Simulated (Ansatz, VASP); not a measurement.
# HC4 (C(111) slab, H on the bottom face): VASP beside Ansatz, part 2 of 2

Aim: how closely do two programs agree when they are given the same cell, functional and k mesh? The cell is taken from a series of runs on this material, whose earlier steps may have relaxed, scaled, displaced or heated it; both programs get it as it stands.

VASP 6.6.1 and Ansatz 0.2.0.

So far: The starting structure; VASP: single point, PBE with D3(BJ).

### Step 3. Ansatz: single point, PBE with D3(BJ)

Level of this step: Ansatz beside VASP: Kohn-Sham DFT, plane waves, PBE with D3(BJ) (Ansatz).

Ansatz runs on its default PAW (the set named soft_2) files.

The same cell, functional, mesh and smearing now go to Ansatz, which takes its cutoff from its data sets.

input.yaml

```yaml
crystal:
  lattice:
    - [7.56675, 0.0, 0.0]
    - [-3.78337, 6.553, 0.0]
    - [0.0, 0.0, 15.66426]
  atoms:
    - { symbol: C, position: [0.44636, 0.89411, 0.48506] }
    - { symbol: C, position: [0.33013, 0.99984, 0.45354] }
    - { symbol: C, position: [0.22441, 0.78093, 0.61662] }
    - { symbol: C, position: [0.44432, 0.89064, 0.58362] }
    - { symbol: C, position: [0.44367, 0.55668, 0.4864] }
    - { symbol: C, position: [0.33834, 0.67126, 0.45353] }
    - { symbol: C, position: [0.22554, 0.44627, 0.61809] }
    - { symbol: C, position: [0.43979, 0.55433, 0.5863] }
    - { symbol: C, position: [0.78161, 0.89431, 0.48567] }
    - { symbol: C, position: [0.6683, 0.003, 0.45368] }
    - { symbol: C, position: [0.55575, 0.77645, 0.61779] }
    - { symbol: C, position: [0.78311, 0.8916, 0.58424] }
    - { symbol: C, position: [0.44091, 0.22001, 0.48537] }
    - { symbol: C, position: [0.33373, 0.33248, 0.45254] }
    - { symbol: C, position: [0.22365, 0.11292, 0.6168] }
    - { symbol: C, position: [0.44706, 0.22405, 0.58322] }
    - { symbol: C, position: [0.77819, 0.5553, 0.48589] }
    - { symbol: C, position: [0.66308, 0.66368, 0.45322] }
    - { symbol: C, position: [0.55408, 0.44885, 0.61616] }
    - { symbol: C, position: [0.77917, 0.55789, 0.58217] }
    - { symbol: C, position: [0.11372, 0.88816, 0.48429] }
    - { symbol: C, position: [0.99681, 0.00142, 0.45653] }
    - { symbol: C, position: [0.88697, 0.7803, 0.6177] }
    - { symbol: C, position: [0.11026, 0.88879, 0.58414] }
    - { symbol: C, position: [0.77414, 0.22403, 0.4857] }
    - { symbol: C, position: [0.65998, 0.33122, 0.45293] }
    - { symbol: C, position: [0.55018, 0.11225, 0.61639] }
    - { symbol: C, position: [0.77926, 0.21774, 0.58331] }
    - { symbol: C, position: [0.11209, 0.55497, 0.48538] }
    - { symbol: C, position: [0.99846, 0.65797, 0.45187] }
    - { symbol: C, position: [0.89008, 0.44207, 0.61641] }
    - { symbol: C, position: [0.11136, 0.5618, 0.58278] }
    - { symbol: C, position: [0.11189, 0.22426, 0.48512] }
    - { symbol: C, position: [0.00229, 0.32907, 0.45226] }
    - { symbol: C, position: [0.88779, 0.11244, 0.61547] }
    - { symbol: C, position: [0.11632, 0.22462, 0.58704] }
    - { symbol: H, position: [0.33269, 0.00112, 0.38419] }
    - { symbol: H, position: [0.33205, 0.66128, 0.38601] }
    - { symbol: H, position: [0.66741, 0.00017, 0.38469] }
    - { symbol: H, position: [0.33475, 0.33246, 0.38354] }
    - { symbol: H, position: [0.67231, 0.67048, 0.38479] }
    - { symbol: H, position: [0.99736, 0.99923, 0.38388] }
    - { symbol: H, position: [0.66585, 0.33299, 0.38092] }
    - { symbol: H, position: [0.00232, 0.66485, 0.38502] }
    - { symbol: H, position: [0.99836, 0.33118, 0.383] }
kpoints:
  mp_grid: { grid: [2, 2, 1] }
hamiltonian:
  xc: pbe
  dispersion: d3bj
scf:
  occupations: { method: fermi_dirac, width: 0.025 }
output:
  forces: true
  populations: true
  dos:
    method: { smearing: { sigma: 0.15 } }
    de: 0.1
    projected:
      site_lists:
        C: [C]
        H: [H]
        slab: [0, 1, 2, 3, 4, 5, 6, 7, 8, 9, 10, 11, 12, 13, 14, 15, 16, 17, 18, 19, 20, 21, 22, 23, 24, 25, 26, 27, 28, 29, 30, 31, 32, 33, 34, 35]
        hydrogen: [36, 37, 38, 39, 40, 41, 42, 43, 44]
  eigenvalues: true
  write_density: true
  write_potential: true
  volumetric_format: npy
```

Launch:

```console
> ansatz run input.yaml --threads 4 --pin off --max-ram 8192MiB --backend cpu --events-out ev --progress --plain --runs-dir out
```

Numbers of over 12 decimals in the logs are rounded to 6 here.

Output:

```text
Engine: ansatz 0.2.0, x86_64-unknown-linux-gnu
Pseudopotentials: kind: paw
Pseudopotential: C, paw, valence charge 4, recommended cutoff 420 eV (normal), C.paw.azcp
Pseudopotential: H, paw, valence charge 1, recommended cutoff 420 eV (normal), H.paw.azcp
Functional definition: PBE
  parameter kappa = 0.804
  parameter beta = 0.066725
  exchange = pbe_x(kappa = kappa, mu = beta*pi^2/3)
  correlation = pbe_c(beta = beta)
Crystal: 45 atoms, lattice volume = 776.711 Å³
Basis set: ecut = 420 eV, 15185 PW (Γ), exchange–correlation on 108×108×216 points (8 copies of the dense FFT grid, shifted against one another)
Bands: 122, of which v1, the nominal top of the filled ones, is band 77 counted from 1 (76 counted from 0)
Symmetry: 1 space group operations
Space group: P1 (ITA 1), of the structure as read, at distance tolerance 9.2e-5 Å
k-points: 4
Non-local potential: C, projectors of the file, l = 0: 2, l = 1: 2, l = 2: 1
Non-local potential: H, projectors of the file, l = 0: 2, l = 1: 1
PAW form: soft (Blöchl's): semilocal exchange-correlation on the pseudo side does not see the compensation charge
PAW one-centre angular grid: C, 110 points (default); XC on 64 Gauss nodes
PAW one-centre angular grid: H, 110 points (default); XC on 64 Gauss nodes
Initial density: superposition of atomic densities (neutral atoms: chi_scale 0, normalization atom), corrected by the library's trained network
Initial wavefunctions: pseudopotential atomic-orbital guess
Functional: x = pbe(κ = 0.804, μ = 0.219515), c = pbe(β = 0.066725)
SCF iter   1: F=—  HF=-9157.777262 eV  |F-HF|=—  |Δ(HF+E_count)|=         —  Δρ=1.66e-2  dr2=7.09e0  ethr=1.77e-3  ⟨swp⟩=8.0  Hψ=2778  notcnv=0  defer=113
preconditioner: auto → LDOS  [metal: Δε(μ)=0.035 eV  Ē_g=15.045 eV  σ=0.025 eV  W_gap=0.33  n_scr=136 (ndim 8)  ℏωp=16.5 eV  f_vac=0.586  D(μ)=42.30/eV (n_scr^D=410)  β→1.0]
SCF iter   2: F=—  HF=-9157.094395 eV  |F-HF|=—  |Δ(HF+E_count)|=   6.83e-1  Δρ=1.06e-2  dr2=2.86e0  ethr=1.77e-3  ⟨swp⟩=3.8  Hψ=796  notcnv=0  defer=137
SCF iter   3: F=—  HF=-9156.891275 eV  |F-HF|=—  |Δ(HF+E_count)|=   2.03e-1  Δρ=7.88e-3  dr2=1.62e0  ethr=1.77e-3  ⟨swp⟩=2.0  Hψ=382  notcnv=0  defer=137
SCF iter   4: F=—  HF=-9156.762974 eV  |F-HF|=—  |Δ(HF+E_count)|=   1.28e-1  Δρ=5.21e-3  dr2=6.66e-1  ethr=1.06e-3  ⟨swp⟩=2.0  Hψ=381  notcnv=0  defer=137
SCF iter   5: F=—  HF=-9156.711824 eV  |F-HF|=—  |Δ(HF+E_count)|=   5.12e-2  Δρ=3.59e-3  dr2=2.84e-1  ethr=4.35e-4  ⟨swp⟩=3.0  Hψ=606  notcnv=0  defer=140
SCF iter   6: F=—  HF=-9156.689582 eV  |F-HF|=—  |Δ(HF+E_count)|=   2.22e-2  Δρ=1.85e-3  dr2=6.88e-2  ethr=1.86e-4  ⟨swp⟩=2.5  Hψ=408  notcnv=0  defer=140
SCF iter   7: F=—  HF=-9156.684927 eV  |F-HF|=—  |Δ(HF+E_count)|=   4.65e-3  Δρ=1.22e-3  dr2=2.27e-2  ethr=4.50e-5  ⟨swp⟩=2.8  Hψ=414  notcnv=0  defer=140
SCF iter   8: F=—  HF=-9156.683557 eV  |F-HF|=—  |Δ(HF+E_count)|=   1.37e-3  Δρ=7.08e-4  dr2=5.63e-3  ethr=1.48e-5  ⟨swp⟩=3.8  Hψ=605  notcnv=0  defer=140
SCF iter   9: F=—  HF=-9156.683835 eV  |F-HF|=—  |Δ(HF+E_count)|=   2.79e-4  Δρ=3.81e-4  dr2=1.38e-3  ethr=3.68e-6  ⟨swp⟩=3.2  Hψ=528  notcnv=0  defer=140
SCF iter  10: F=—  HF=-9156.683887 eV  |F-HF|=—  |Δ(HF+E_count)|=   5.18e-5  Δρ=2.56e-4  dr2=6.79e-4  ethr=9.00e-7  ⟨swp⟩=3.0  Hψ=644  notcnv=0  defer=140
SCF iter  11: F=—  HF=-9156.683925 eV  |F-HF|=—  |Δ(HF+E_count)|=   3.81e-5  Δρ=1.17e-4  dr2=1.87e-4  ethr=4.44e-7  ⟨swp⟩=3.0  Hψ=666  notcnv=0  defer=140
SCF iter  12: F=—  HF=-9156.683940 eV  |F-HF|=—  |Δ(HF+E_count)|=   1.52e-5  Δρ=4.05e-5  dr2=2.39e-5  ethr=1.23e-7  ⟨swp⟩=2.0  Hψ=373  notcnv=0  defer=140
SCF iter  13: F=—  HF=-9156.684027 eV  |F-HF|=—  |Δ(HF+E_count)|=   8.66e-5  Δρ=2.75e-5  dr2=1.05e-5  ethr=1.56e-8  ⟨swp⟩=1.8  Hψ=517  notcnv=0  defer=140
SCF iter  14: F=—  HF=-9156.684028 eV  |F-HF|=—  |Δ(HF+E_count)|=   1.53e-6  Δρ=1.64e-5  dr2=3.40e-6  ethr=6.87e-9  ⟨swp⟩=3.0  Hψ=622  notcnv=0  defer=140
SCF iter  15: F=—  HF=-9156.684029 eV  |F-HF|=—  |Δ(HF+E_count)|=   3.69e-7  Δρ=1.01e-5  dr2=1.40e-6  ethr=2.22e-9  ⟨swp⟩=1.0  Hψ=348  notcnv=0  defer=140
SCF iter  16: F=—  HF=-9156.684029 eV  |F-HF|=—  |Δ(HF+E_count)|=   1.53e-7  Δρ=5.06e-6  dr2=3.22e-7  ethr=9.13e-10  ⟨swp⟩=2.0  Hψ=556  notcnv=0  defer=140
SCF iter  17: F=-9156.684029 eV  HF=-9156.684029 eV  |F-HF|=4.96e-8  |Δ(HF+E_count)|=   1.63e-8  Δρ=2.07e-6  dr2=5.84e-8  ethr=6.54e-11  ⟨swp⟩=29.8  Hψ=5775  notcnv=0
SCF 1 converged in 17 iterations: F = -9156.684029 eV  dr2 = 5.84e-8
  greatest PAW one-centre occupation: 0.663 electrons in one spin orbital (limit 2), on the C atom at site 34 (counted from 0), in its partial waves of l = 0
[...]
E_nonlocal   = 980.319135
  E_hartree    = 29302.607458
  E_xc         = -1815.087257
  E_vxc        = -2254.250793  (∫ρ·V_xc dr)
  E_paw        = -3573.068942  (= ΣΔE_a)
  E_vpaw       = -240.951278  (= ΣTr[D̂ρ^β])
  E_aug_tail   = -0.012073  (compensation charges beyond the density's cutoff)
  E_ewald      = 24260.284794
  E_disp       = -5.053036  (pairwise vdW)
  E_smearing   = -0.137864  (= −TS)
  E_closure    = 0.000000  (closes the sum)
  Σ components = -9156.684029   (vs F -9156.684029, Δ=0.00e0)
--- Forces (eV/Å), atoms counted from 1 ---
  atom   1  C      0.41389976    -0.81887781    -1.17933888
  atom   2  C      0.80557122     0.20299678     0.85294998
  atom   3  C     -0.02751345    -0.30405379    -4.27653081
  atom   4  C      0.08245703     0.03887238     4.56641726
  atom   5  C      0.39966652    -0.16980826    -1.63400443
  atom   6  C     -0.82020016    -0.65012104     2.20411810
  atom   7  C     -1.42121118     0.07753400    -3.78114838
  atom   8  C      1.06589333     0.81538200     4.20576755
  atom   9  C     -0.93246340    -1.31653005    -0.80346510
  atom  10  C     -0.27659192     0.02012308     1.24733260
  atom  11  C     -0.34685210     0.70720095    -3.89723979
  atom  12  C     -1.24906935    -0.37121964     4.45373671
  atom  13  C      0.14357669     0.65584507    -1.46191692
  atom  14  C     -0.56242762     0.31266665     1.94256644
  atom  15  C      0.18908991    -0.24324700    -3.58985307
  atom  16  C     -0.89744098     0.13319725     4.25927646
  atom  17  C     -0.40533066    -0.57782538    -2.05356348
  atom  18  C      0.87974624     1.32422430     2.13168669
  atom  19  C      0.99704227    -0.52243584    -3.91952645
  atom  20  C     -0.51998074    -0.47176728     5.16451362
  atom  21  C     -1.37676599    -0.91113959    -0.39054520
  atom  22  C      1.73253312    -0.18539576    -1.39416895
  atom  23  C      0.76515322    -0.56614911    -3.89743711
  atom  24  C      0.37866365     0.42646393     4.86750747
[...]
atom  38  H      0.07822854     0.18153244    -1.54935143
  atom  39  H      0.02303808     0.07562362    -0.81293828
  atom  40  H     -0.05509436     0.06829568    -0.71833725
  atom  41  H     -0.21210692    -0.16414440    -0.99181187
  atom  42  H     -0.04239936     0.10769604     0.71201872
  atom  43  H     -0.14840763    -0.02751609     0.60866907
  atom  44  H     -0.05706904    -0.11497626    -2.00933170
  atom  45  H      0.12309642    -0.05821133    -0.54011733
  max |Σ_I F_I| component: 3.81e-4 eV/Å
--- Band table (eV) ---
  k-point 0: bands = [... 73 lower, 0.6210, 0.6323, 0.6590, 0.6754, 0.6867, 0.7209, 0.7542, 0.7660, ... 41 higher]
  k-point 1: bands = [... 73 lower, 0.6935, 0.7219, 0.7516, 0.7729, 0.8099, 0.8438, 0.9217, 0.9624, ... 41 higher]
  k-point 2: bands = [... 73 lower, 0.7065, 0.7213, 0.7315, 0.7618, 0.8160, 0.8501, 0.8875, 0.9809, ... 41 higher]
  k-point 3: bands = [... 73 lower, 0.7134, 0.7284, 0.7452, 0.7698, 0.8035, 0.8520, 0.8877, 0.9802, ... 41 higher]
--- Löwdin populations: 45 sites ---
  site symbol       q [e]
     0      C      3.9383
     1      C      4.1355
     2      C      3.9715
     3      C      3.9967
     4      C      3.9230
     5      C      4.1451
     6      C      3.9897
     7      C      3.9921
     8      C      3.9383
     9      C      4.1369
    10      C      3.9968
    11      C      3.9932
    12      C      3.9444
    13      C      4.1376
    14      C      3.9919
    15      C      3.9946
    16      C      3.9459
    17      C      4.1427
    18      C      3.9728
    19      C      3.9961
    20      C      3.9352
    21      C      4.1202
    22      C      4.0091
    23      C      3.9989
[...]
37      H      0.8192
    38      H      0.8306
    39      H      0.8230
    40      H      0.8250
    41      H      0.8493
    42      H      0.8525
    43      H      0.8181
    44      H      0.8252
  spilling = 0.006921 (of n_electrons = 153.000000)
```

In the SCF lines HF is the Harris–Foulkes energy and dr2 the Hartree energy of the density residual, in eV; the loop may stop once dr2 is under the threshold and the program's other checks hold. Hψ counts applications of the Hamiltonian.

### Step 4. Comparison

Known differences besides the potentials themselves: the cutoff is 420 eV in Ansatz and 520 eV in VASP (PREC = Accurate, projectors in real space). Total energies have different zeros and are not compared.

Forces on 10 of the 45 atoms, those with the largest forces and the largest differences (eV/Å; atoms numbered as in POSCAR):

| atom | Ansatz x, y, z | VASP x, y, z |
| --- | --- | --- |
| C3 | -0.028, -0.304, -4.277 | -0.045, -0.312, -4.242 |
| C4 | 0.082, 0.039, 4.566 | 0.090, 0.034, 4.566 |
| C7 | -1.421, 0.078, -3.781 | -1.447, 0.077, -3.745 |
| C8 | 1.066, 0.815, 4.206 | 1.076, 0.821, 4.198 |
| C12 | -1.249, -0.371, 4.454 | -1.265, -0.379, 4.448 |
| C20 | -0.520, -0.472, 5.165 | -0.520, -0.467, 5.171 |
| C23 | 0.765, -0.566, -3.897 | 0.771, -0.580, -3.857 |
| C24 | 0.379, 0.426, 4.868 | 0.386, 0.423, 4.866 |
| C28 | -1.202, 1.212, 4.537 | -1.214, 1.227, 4.538 |
| C32 | 0.916, -1.344, 4.798 | 0.926, -1.343, 4.800 |

The forces differ by 13 meV/Å r.m.s., which is 0.7 % of the r.m.s. force of 1.777 eV/Å (both taken over all components). With vacuum in the cell, a pressure given here is an average over mostly empty space and none of the material.

### Step 5. Outcome

| Item | Value |
| --- | --- |
| r.m.s. force difference (single point, PBE with D3(BJ)) | 0.73 % of the r.m.s. force |

What this shows: The r.m.s. force difference is 0.73 % of the r.m.s. force (single point, PBE with D3(BJ)), within the 3 % picked in this series as the mark of a large difference. Such differences can come from data sets, numerical settings and the points named under the comparisons, not from the functional's error against experiment.

[Lines on the potential files, build, host, timing and source positions are cut from VASP's logs without a mark.]

[Logs are printed without paths, hosts, clocks, repeated set-up lines and the standing remarks that a program may print on its own settings, such as how far it seeks lower states.]

[Hosts, paths, dates, database ids (printed as entryN), source tags and the programs' standing remarks are cut or masked in the printed files.]
